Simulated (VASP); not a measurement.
# Ag (Fm-3m) in VASP: notebook

Runs on Ag. Level: PBE. Tasks: single point, relaxation of cell and atoms.

All numbers are computed with VASP 6.6.1; they aren't measurements. Logs are shortened: lines on timing, memory, paths and dates and some standing lists are left out, and cuts for length are marked.

**1. The crystal as given**

The structure is cubic, space group Fm-3m (No. 225). The conventional cell has a = 4.085 Å, b = 4.085 Å, c = 4.085 Å, α = 90.00°, β = 90.00°, γ = 90.00°. Ag (site symmetry m-3m) has 12 Ag at 2.89 Å as nearest neighbours.

**2. Single point, PBE**

Input file INCAR:

```
SYSTEM = Ag
PREC     = Accurate       ! precision mode
ENCUT    = 520            ! plane-wave cutoff, eV
EDIFF    = 1E-6           ! SCF threshold, eV
ISMEAR   = 0              ! smearing method
SIGMA    = 0.027000000000000003 ! smearing width, eV
LREAL    = .False.        ! projectors in reciprocal space
LASPH    = .True.         ! aspherical terms in the spheres
NELM     = 100            ! most SCF steps
ALGO     = Normal         ! electronic algorithm
ISIF     = 2              ! what is computed and relaxed
LWAVE    = .False.        ! write WAVECAR
LCHARG   = .True.         ! write CHGCAR
GGA      = PE             ! functional
LELF     = .True.         ! ELF
LVHAR    = .True.       
NBANDS   = 12             ! bands
```

Input file KPOINTS:

```
regular mesh
0
Gamma
  11 11 11
  0 0 0
```

Input file POSCAR:

```
Ag
1.0
    0.0000000000      2.0427500000      2.0427500000
    2.0427500000      0.0000000000      2.0427500000
    2.0427500000      2.0427500000      0.0000000000
Ag
1
Direct
    0.0000000000      0.0000000000      0.0000000000
```

Potentials or basis: VASP PAW PBE potentials, release 64 (Ag).

Run with:

```console
$ cat potpaw_PBE.64/Ag/POTCAR > POTCAR
$ mpirun -np 1 vasp_std > vasp.out
```

OUTCAR:

```text
SYSTEM = Ag
   PREC = Accurate
   ENCUT = 520
   EDIFF = 1E-6
   ISMEAR = 0
   LREAL = .False.
   LASPH = .True.
   NELM = 100
   ISIF = 2
   GGA = PE

 ion  position               nearest neighbor table
   1  0.000  0.000  0.000-

  LATTYP: Found a face centered cubic cell.
 ALAT       =     4.0855000000

  Lattice vectors:

 A1 = (   0.0000000000,   2.0427500000,   2.0427500000)
 A2 = (   2.0427500000,   0.0000000000,   2.0427500000)
 A3 = (   2.0427500000,   2.0427500000,   0.0000000000)

Analysis of symmetry for initial positions (statically):
=====================================================================
 Subroutine PRICEL returns:
 Original cell was already a primitive cell.

 Routine SETGRP: Setting up the symmetry group for a
 face centered cubic supercell.

 Subroutine GETGRP returns: Found 48 space group operations
 (whereof 48 operations were pure point group operations)
 out of a pool of 48 trial point group operations.

The static configuration has the point symmetry O_h .

Analysis of symmetry for dynamics (positions and initial velocities):
=====================================================================
 Subroutine PRICEL returns:
 Original cell was already a primitive cell.

 Routine SETGRP: Setting up the symmetry group for a
 face centered cubic supercell.

 Subroutine GETGRP returns: Found 48 space group operations
 (whereof 48 operations were pure point group operations)
 out of a pool of 48 trial point group operations.

The dynamic configuration has the point symmetry O_h .

 Subroutine INISYM returns: Found 48 space group operations
 (whereof 48 operations are pure point group operations),
 and found     1 'primitive' translations

----------------------------------------------------------------------------------------

                                     Primitive cell

  volume of cell :      17.0481

  direct lattice vectors                    reciprocal lattice vectors
     0.000000000  2.042750000  2.042750000    -0.244768082  0.244768082  0.244768082
     2.042750000  0.000000000  2.042750000     0.244768082 -0.244768082  0.244768082
     2.042750000  2.042750000  0.000000000     0.244768082  0.244768082 -0.244768082

  length of vectors
     2.888884755  2.888884755  2.888884755     0.423950755  0.423950755  0.423950755

  position of ions in fractional coordinates (direct lattice)
     0.000000000  0.000000000  0.000000000

  ion indices of the primitive-cell ions
   primitive index   ion index
                 1           1

----------------------------------------------------------------------------------------

 KPOINTS: regular mesh

Automatic generation of k-mesh.
 Grid dimensions read from file:
 generate k-points for:   11   11   11

 Generating k-lattice:

  Cartesian coordinates                     Fractional coordinates (reciprocal lattice)
    -0.022251644  0.022251644  0.022251644     0.090909091  0.000000000  0.000000000
     0.022251644 -0.022251644  0.022251644     0.000000000  0.090909091  0.000000000
     0.022251644  0.022251644 -0.022251644     0.000000000  0.000000000  0.090909091

  Length of vectors
     0.038540978  0.038540978  0.038540978

  Shift w.r.t. Gamma in fractional coordinates (k-lattice)
     0.000000000  0.000000000  0.000000000

 Subroutine IBZKPT returns following result:
 ===========================================

 Found     56 irreducible k-points:

 Following reciprocal coordinates:
            Coordinates               Weight
  0.000000  0.000000  0.000000      1.000000
  0.090909  0.000000  0.000000      8.000000
  0.181818  0.000000  0.000000      8.000000
  0.272727  0.000000  0.000000      8.000000
  0.363636  0.000000  0.000000      8.000000
  0.454545  0.000000  0.000000      8.000000
[... 16 lines left out ...]
 -0.272727  0.181818  0.000000     24.000000
 -0.181818  0.181818  0.000000     12.000000
 [... further k-points ...]
   k-points           NKPTS =     56   k-points in BZ     NKDIM =     56   number of bands    NBANDS=     12
   number of dos      NEDOS =    301   number of ions     NIONS =      1
   total plane-waves  NPLWV =  13824
   dimension x,y,z NGX =    24 NGY =   24 NGZ =   24
   dimension x,y,z NGXF=    48 NGYF=   48 NGZF=   48
   ions per type =               1
   NGX,Y,Z   is equivalent  to a cutoff of  13.81, 13.81, 13.81 a.u.
   NGXF,Y,Z  is equivalent  to a cutoff of  27.62, 27.62, 27.62 a.u.
 SYSTEM =  Ag
   PREC   = accura    normal or accurate (medium, high low for compatibility)
   ISTART =      0    job   : 0-new  1-cont  2-samecut
   ICHARG =      2    charge: 1-file 2-atom 10-const
   ISPIN  =      1    spin polarized calculation?
   LNONCOLLINEAR =      F non collinear calculations
   LSORBIT =      F    spin-orbit coupling
   LASPH  =      T    aspherical Exc in radial PAW
   ENCUT  =  520.0 eV  38.22 Ry    6.18 a.u.   5.37  5.37  5.37*2*pi/ulx,y,z
   NELM   =    100;   NELMIN=  2; NELMDL= -5     # of ELM steps
   EDIFF  = 0.1E-05   stopping-criterion for ELM
   LREAL  =      F    real-space projection
   EDIFFG = 0.1E-04   stopping-criterion for IOM
   NSW    =      0    number of steps for IOM
   IBRION =     -1    ionic relax: 0-MD 1-quasi-New 2-CG
   NFREE  =      0    steps in history (QN), initial steepest desc. (CG)
   ISIF   =      2    stress and relaxation
   ISYM   =      2    0-nonsym 1-usesym 2-fastsym
   POTIM  = 0.5000    time-step for ionic-motion
   TEBEG  =    0.0;   TEEND  =   0.0 temperature during run
   PSTRESS=    0.0 pullay stress
   NELECT =      11.0000    total number of electrons
   NUPDOWN=      -1.0000    fix difference up-down
   EMIN   =  10.00;   EMAX   =-10.00  energy-range for DOS
   EFERMI =   0.00;   METHOD = LEGACY
   ISMEAR =     0;   SIGMA  =   0.03  broadening in eV -4-tet -1-fermi 0-gaus
   EFERMI_NEDOS =   21; number of points for ismear=-14 and -15
   IALGO  =     38    algorithm
   IMIX   =      4    mixing-type and parameters
     AMIX     =   0.40;   BMIX     =  1.00
     AMIX_MAG =   1.60;   BMIX_MAG =  1.00
  volume/ion in A,a.u.               =      17.05       115.05
  Fermi-wavevector in a.u.,A,eV,Ry     =   1.414644  2.673290 27.228221  2.001218
  Thomas-Fermi vector in A             =   2.536165
   LORBIT       =      0    0 simple, 1 ext, 2 COOP (PROOUT), +10 PAW based schemes
   GGA     = PE    functional components
   LHFCALC =     F    Hartree Fock is set to
   AEXX    =    0.0000 exact exchange contribution
   IVDW    =     0    specifies the selected vdW correction
   LEPSILON=     F    determine dielectric tensor
   LRPA    =     F    only Hartree local field effects (RPA)
 non-spin polarized calculation
 Gauss-broadening in eV      SIGMA  =   0.03
  energy-cutoff  :      520.00
  volume of cell :       17.05
 maximum number of plane-waves:       477
 NGX is ok and might be reduce to    24
   NGX = 11   NGY = 11   NGZ = 11

 number of electron      10.9999999 magnetization

 Free energy of the ion-electron system (eV)
  ---------------------------------------------------
  ext. energy  EPLUGINS =         0.00000000
  ---------------------------------------------------
  free energy    TOTEN  =        -2.70920686 eV

  energy without entropy =       -2.70916406  energy(sigma->0) =       -2.70918546

 E-fermi :   8.6946     XC(G=0): -12.2133

 val. band max:        8.6406191027   @ k =  -0.4545   0.0909   0.0000
 cond. band min:       8.7326447538   @ k =   0.4545   0.3636   0.0000
 fundamental gap:      0.0920256511
 Fermi energy:         8.6946101398

 k-point     1 :       0.0000    0.0000    0.0000
  band No.  band energies     occupation
      1       0.6617      2.00000
      2       3.6136      2.00000
      3       3.6136      2.00000
      4       3.6136      2.00000
      5       4.6472      2.00000
      6       4.6472      2.00000
      7      24.4555      0.00000
      8      28.0355      0.00000
      9      28.0355      0.00000
     10      28.0355      0.00000
     11      32.8420      0.00000
     12      33.9807      0.00000

 k-point     2 :       0.0909    0.0000    0.0000
  band No.  band energies     occupation
      1       0.9170      2.00000
      2       3.5587      2.00000
      3       3.6819      2.00000
      4       3.6819      2.00000
      5       4.6231      2.00000
      6       4.6231      2.00000
      7      24.4176      0.00000
      8      26.2464      0.00000
      9      28.1354      0.00000
     10      28.1354      0.00000
     11      32.4563      0.00000
     12      33.6460      0.00000

 k-point     3 :       0.1818    0.0000    0.0000
  band No.  band energies     occupation
      1       1.5807      2.00000
      2       3.5257      2.00000
      3       3.8043      2.00000
      4       3.8043      2.00000
      5       4.6325      2.00000
      6       4.6325      2.00000
      7      22.1789      0.00000
      8      25.3200      0.00000
      9      28.2631      0.00000
     10      28.2631      0.00000
     11      31.2517      0.00000
     12      32.5621      0.00000
[... 286 lines left out ...]
 k-point    23 :      -0.2727    0.1818    0.0000
  band No.  band energies     occupation
      1       2.7714      2.00000
      2       3.4385      2.00000
      3       3.8738      2.00000
      4       4.0988      2.00000
      5       4.6652      2.00000
      6       7.0596      2.00000
      7      17.0915      0.00000
      8      20.2596      0.00000
      9      25.7776      0.00000
     10      27.3081      0.00000
     11      30.6022      0.00000
     12      33.1721      0.00000

 k-point    24 :      -0.1818    0.1818    0.0000
  band No.  band energies     occupation
      1       2.6923      2.00000
      2       3.2136      2.00000
      3       3.8294      2.00000
      4       4.2267      2.00000
      5       4.2585      2.00000
      6       5.7947      2.00000
      7      20.3628      0.00000
      8      20.7698      0.00000
      9      27.0596      0.00000
     10      28.8643      0.00000
     11      29.5461      0.00000
     12      33.0678      0.00000

 [... further k-points ...]

------------------------ aborting loop because EDIFF is reached ----------------------------------------

  FORCE on cell =-STRESS in cart. coord.  units (eV):
  Direction    XX          YY          ZZ          XY          YZ          ZX
  --------------------------------------------------------------------------------------
  -------------------------------------------------------------------------------------
  Total        0.4356031      0.4356031      0.4356031      0.0000000      0.0000000     -0.0000000
  in kB       40.9379358     40.9379358     40.9379358      0.0000000      0.0000000     -0.0000000
  external PRESSURE =      40.9379358 kB  Pullay stress =       0.0000000 kB

 VOLUME and BASIS-vectors are now :
 -----------------------------------------------------------------------------
  energy-cutoff  :      520.00
  volume of cell :       17.05
      direct lattice vectors                 reciprocal lattice vectors
     0.000000000  2.042750000  2.042750000    -0.244768082  0.244768082  0.244768082
     2.042750000  0.000000000  2.042750000     0.244768082 -0.244768082  0.244768082
     2.042750000  2.042750000  0.000000000     0.244768082  0.244768082 -0.244768082

 POSITION                                       TOTAL-FORCE (eV/Angst)
 -----------------------------------------------------------------------------------
      0.00000      0.00000      0.00000         0.000000     -0.000000     -0.000000
 -----------------------------------------------------------------------------------
    total drift:                                0.000000     -0.000000     -0.000000

  FREE ENERGIE OF THE ION-ELECTRON SYSTEM (eV)
  ---------------------------------------------------
  free  energy   TOTEN  =        -2.7092068555 eV

  energy  without entropy=       -2.7091640589  energy(sigma->0) =       -2.70918546
```

Wall time 16 s (1 thread of AMD EPYC 7R13 (Zen 3), shared host); peak memory 0.11 GiB.

Results:

```
Free energy            : -2.7092 eV
Pressure               : 4.1 GPa
Band gap on the k mesh : none (metal or under the smearing width)
```

**3. Relaxation of cell and atoms, PBE**

Input file INCAR:

```
PREC = Accurate
ENCUT = 600
EDIFF = 1E-7
ISMEAR = -1
SIGMA = 0.05
LREAL = False
LASPH = True
NELM = 100
ALGO = Fast
ISIF = 3
LWAVE = False
LCHARG = False
GGA = PE
IBRION = 2
NSW = 40
EDIFFG = -0.02
```

Input file KPOINTS:

```
Automatic mesh
0
Gamma
  11 11 11
```

POSCAR is that of step 2.

Potentials or basis: VASP PAW PBE potentials, release 54 (Ag).

Run with:

```console
$ cat potpaw_PBE.54/Ag/POTCAR > POTCAR
$ mpirun -np 1 vasp_std > vasp.out
```

Run time: 30 s. Hardware: 1 thread of AMD EPYC 7R13 (Zen 3), shared host; peak memory 0.12 GiB.

It converged, with:

| Property | Result |
| --- | --- |
| Free energy | -2.7195 eV |
| Relaxed volume | 17.77 Å³/atom |
| Relaxed cell | a = 2.929 Å, b = 2.929 Å, c = 2.929 Å, α = 60.00°, β = 60.00°, γ = 60.00° |
| Space group after relaxing (to 0.05 Å) | Fm-3m (No. 225) |
| Energy gained by relaxing | 9.1 meV/atom |
| Ionic steps | 3 |
| Pressure after relaxing | 0.1 GPa |
| Band gap on the k mesh | none (metal or under the smearing width) |

The path:
```tsv
step	energy change (eV)	largest force (eV/Å)	pressure (GPa)	volume (Å³)
1	0.0000	0.0000	4.27	17.05
2	-0.0064	0.0000	-1.99	18.19
3	-0.0091	0.0000	0.11	17.77
```

Final structure:
```xyz
1
Lattice="0.0000 2.0711 2.0711 2.0711 0.0000 2.0711 2.0711 2.0711 0.0000" Properties=species:S:1:pos:R:3 pbc="T T T"
Ag    0.0000    0.0000    0.0000
```

Levels at points of the mesh, in eV from the Fermi level:
```csv
k point,band 3,band 4,band 5,band 6,band 7,band 8,band 9
"(0.00, 0.00, 0.00)",-4.93,-4.93,-3.97,-3.97,15.66,19.00,19.00
```

**4. Relaxation of cell and atoms, PBE**

Input file INCAR:

```
PREC = Accurate
ENCUT = 580
EDIFF = 1E-6
ISMEAR = -1
SIGMA = 0.05
LREAL = False
LASPH = True
NELM = 100
ALGO = Normal
ISIF = 3
LWAVE = False
LCHARG = False
GGA = PE
IBRION = 2
NSW = 60
EDIFFG = -0.01
```

KPOINTS is that of step 3.

POSCAR is that of step 3.

Run with:

```console
$ cat potpaw_PBE.54/Ag/POTCAR > POTCAR
$ mpirun -np 1 vasp_std > vasp.out
```

Wall time 28 s (1 thread of AMD EPYC 7R13 (Zen 3), shared host); peak memory 0.12 GiB.

It converged, with:

```yaml
Free_energy: -2.7195 eV
Relaxed_volume: 17.77 Å³/atom
Relaxed_cell: a = 2.929 Å, b = 2.929 Å, c = 2.929 Å, α = 60.00°, β = 60.00°, γ = 60.00°
Space_group_after_relaxing_to_0.05_Å: Fm-3m (No. 225)
Energy_gained_by_relaxing: 9.0 meV/atom
Ionic_steps: 3
Pressure_after_relaxing: 0.0 GPa
Band_gap_on_the_k_mesh: none (metal or under the smearing width)
```

The path:
| step | energy change (eV) | largest force (eV/Å) | pressure (GPa) | volume (Å³) |
| --- | --- | --- | --- | --- |
| 1 | 0.0000 | 0.0000 | 4.21 | 17.05 |
| 2 | -0.0065 | 0.0000 | -1.88 | 18.18 |
| 3 | -0.0090 | 0.0000 | 0.01 | 17.77 |

Final structure:
```yaml
crystal:
  lattice:
    - [0.00000, 2.07114, 2.07114]
    - [2.07114, 0.00000, 2.07114]
    - [2.07114, 2.07114, 0.00000]
  atoms:
    - { symbol: Ag, position: [0.00000, 0.00000, 0.00000] }
```

Levels at points of the mesh, in eV from the Fermi level:
```
           k point  band 2  band 3  band 4  band 5  band 6  band 7  band 8  band 9
(0.00, 0.00, 0.00)   -4.93   -4.93   -4.93   -3.97   -3.97   15.66   19.00   19.00
```

**5. For comparison**

An earlier run on the cell as given: functional PBEsol; potentials or basis VASP PAW PBE potentials, release 64 (Ag); cutoff 520 eV; k mesh 11 × 11 × 11; occupations fermi-dirac, width 0.05 eV; no spin polarisation.

* Pressure: -3.1 GPa
* Band gap on the k mesh: none (metal or under the smearing width)

**6. The runs side by side**

```csv
task,level,potentials or basis,cell,cutoff (eV),smearing,ladder,gap on the mesh (eV),pressure (GPa),relaxed volume (Å³/atom)
single point,PBE,"VASP PAW PBE potentials, release 64 (Ag)",as given,520,gaussian 0.027 eV,-,none,4.1,-
relaxation of cell and atoms,PBE,"VASP PAW PBE potentials, release 54 (Ag)",relaxed,600,fermi-dirac 0.05 eV,-,none,0.1,17.77
relaxation of cell and atoms,PBE,"VASP PAW PBE potentials, release 54 (Ag)",relaxed,580,fermi-dirac 0.05 eV,-,none,0.0,17.77
single point,PBEsol,"VASP PAW PBE potentials, release 64 (Ag)",as given,520,fermi-dirac 0.05 eV,free,none,-3.1,-
```

Alike in all rows: no spin polarisation; k mesh 11 × 11 × 11.

Caveats: the PAW data sets were made with another functional, which shifts forces and pressure a little (some runs).

Absolute energies hang on the potentials; compare differences alone.
